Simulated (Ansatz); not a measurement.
**GaP: equation of state with PBE**

**Experimental background.**

From “Phosphorous dimerization in GaP at high pressure”, 2017, arxiv:1709.06667, for a bulk crystal of GaP: bulk modulus 87.5 ± 0.6 GPa.

GaP:

```xyz
2
Lattice="0.0000 2.7252 2.7252 2.7252 0.0000 2.7252 2.7252 2.7252 0.0000" Properties=species:S:1:pos:R:3 pbc="T T T"
Ga    0.0000    0.0000    0.0000
P     4.0879    4.0879    4.0879
```

```yaml
Program: Ansatz 0.2.0
Task: equation of state
Functional: PBE
Potentials_or_basis: SPMS NC
Cutoff: 925 eV
Density_cutoff: 3701 eV
k_mesh: 8 × 8 × 8
Occupations: fermi-dirac, width 0.05 eV
Spin: no spin polarisation
```

```
Equilibrium volume                      : 20.92 Å³/atom
Bulk modulus                            : 77 GPa
Pressure derivative of the bulk modulus : 4.5
```

Energy against volume, from the lowest point:
| volume (Å³/atom) | energy (meV/atom) |
| --- | --- |
| 19.026 | 48.48 |
| 19.431 | 28.75 |
| 19.836 | 14.57 |
| 20.240 | 5.38 |
| 20.645 | 0.67 |
| 21.050 | 0.00 |
| 21.455 | 2.95 |

All runs of the series together: 17 s on 2 threads of Arm Neoverse V1, on a shared host.

Measured bulk modulus of GaP: 87.5 GPa (“Phosphorous dimerization in GaP at high pressure”, 2017, arxiv:1709.06667). This calculation gives 77 GPa (-12.3 %). The fit is for a static lattice scaled at fixed shape and fixed fractional positions.

PBE usually gives volumes a little too large and moduli too small.
